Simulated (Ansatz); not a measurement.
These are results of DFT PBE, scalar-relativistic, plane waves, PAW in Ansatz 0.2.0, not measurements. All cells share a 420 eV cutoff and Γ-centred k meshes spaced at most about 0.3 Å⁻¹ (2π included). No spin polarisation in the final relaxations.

All energies are static (0 K, no zero-point motion).

Two relaxed structures of SrO:

A.

Space group F-43m (No. 216). a = 5.614 Å, b = 5.614 Å, c = 5.614 Å, α = 90.00°, β = 90.00°, γ = 90.00°
```json
{"atom": "Sr", "site": "4b", "symmetry": "-43m", "x": "0.5000", "y": "0.0000", "z": "0.0000"}
{"atom": "O", "site": "4c", "symmetry": "-43m", "x": "0.2500", "y": "0.2500", "z": "0.2500"}
```

B.

Space group P4_2/mmc (No. 131). a = 3.641 Å, b = 3.641 Å, c = 6.585 Å, α = 90.00°, β = 90.00°, γ = 90.00°
```json
{"atom": "Sr", "site": "2f", "symmetry": "-4m2", "x": "0.5000", "y": "0.5000", "z": "0.2500"}
{"atom": "O", "site": "2c", "symmetry": "mmm.", "x": "0.0000", "y": "0.5000", "z": "0.0000"}
```

Question: Which is lower in energy, and by how much?

Answer: A is lower, by 258 meV/atom. A has the zinc blende type, space group F-43m (No. 216), 22.1 Å³/atom and a gap of 2.48 eV on its mesh; B has space group P4_2/mmc (No. 131), 21.8 Å³/atom and a gap of 1.99 eV. Counting O atoms around Sr (those within 1.25 times the shortest such distance or 1.15 times the sum of covalent radii), A and B both have Sr 4. Both come from invented guesses. A third cell relaxed alike, in R3m, lies 30 meV/atom below the lower of the two; the P4_2/mmc cell fell into it when its atoms were moved at random. The part of the Crystallography Open Database at hand lists SrO in space group No. 225, which no cell shown has.

Kohn–Sham gaps at this level usually fall short of measured ones. Cells relaxed within their symmetry can be saddle points; a later kick test found a lower structure for SrO P4_2/mmc.
